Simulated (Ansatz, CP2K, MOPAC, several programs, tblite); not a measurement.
Energy against volume for AgCl built on the h-MgO prototype, at fixed shape and fractional coordinates, computed by several methods (PBE and r2SCAN, where shown, with plane waves in Ansatz); the cell shown is that of r2SCAN. With free coordinates or axes held, a curve is too stiff, and on another method's shape its minimum isn't the method's own volume. The symmetry is P6_3/mmc (No. 194, hexagonal); conventional cell a = 4.518 Å, c = 5.723 Å, 25.30 Å³ an atom. Ag has 5 Cl at 2.61–2.86 Å; Cl has 5 Ag at 2.61–2.86 Å. The structure was generated, not taken from experiment, and needn't be the ground state; spin polarisation is off. Energies count from each curve's lowest point; fits are third-order Birch-Murnaghan.

```xyz
4
Lattice="4.5184 0.0000 0.0000 -2.2592 3.9130 0.0000 0.0000 0.0000 5.7230" Properties=species:S:1:pos:R:3 pbc="T T T"
Ag    0.0000    2.6087    1.4308
Ag    2.2592    1.3043    4.2923
Cl    2.2592    1.3043    1.4308
Cl    0.0000    2.6087    4.2923
```

PM7 (MOPAC), on the shape of the cell shown, as a cluster of 72 atoms at the zone centre:
```csv
V (Å³/atom),E (meV/atom)
22.261,0.00
23.779,38.93
25.297,101.16
26.815,176.87
28.332,258.12
```
The lowest point is an end point, so the minimum isn't bracketed.

PBE, on the shape of its own relaxed cell:
```tsv
V (Å³/atom)	E (meV/atom)
24.792	10.97
25.584	2.55
26.375	0.00
27.166	2.33
27.957	8.71
```
V₀ = 26.37 Å³ an atom and B₀ = 33 GPa.

PBE/SZV (CP2K), on the shape of the cell shown:
```tsv
V (Å³/atom)	E (meV/atom)
22.261	288.88
23.779	153.25
25.297	68.67
26.815	20.90
28.332	0.00
```
The lowest point is an end point, so the minimum isn't bracketed.

Problem. GFN1-xTB (tblite), on the shape of the cell shown, as a cluster of 72 atoms at the zone centre, gives
```tsv
V (Å³/atom)	E (meV/atom)
22.261	101.12
23.779	28.71
25.297	0.00
26.815	2.01
28.332	25.62
```
What equilibrium volume and bulk modulus follow?

Solution. V₀ = 25.92 Å³ an atom and B₀ = 47 GPa.

light PBE (260 eV, its own mesh), on the shape of the cell shown:
```
V (Å³/atom)  E (meV/atom)
     23.273         49.35
     24.285         36.43
     25.297          9.53
     26.309          5.58
     27.321         12.80
     28.332          0.00
```
The points scatter about a smooth fit, as a low cutoff and a light mesh can make them, so no fit is quoted.
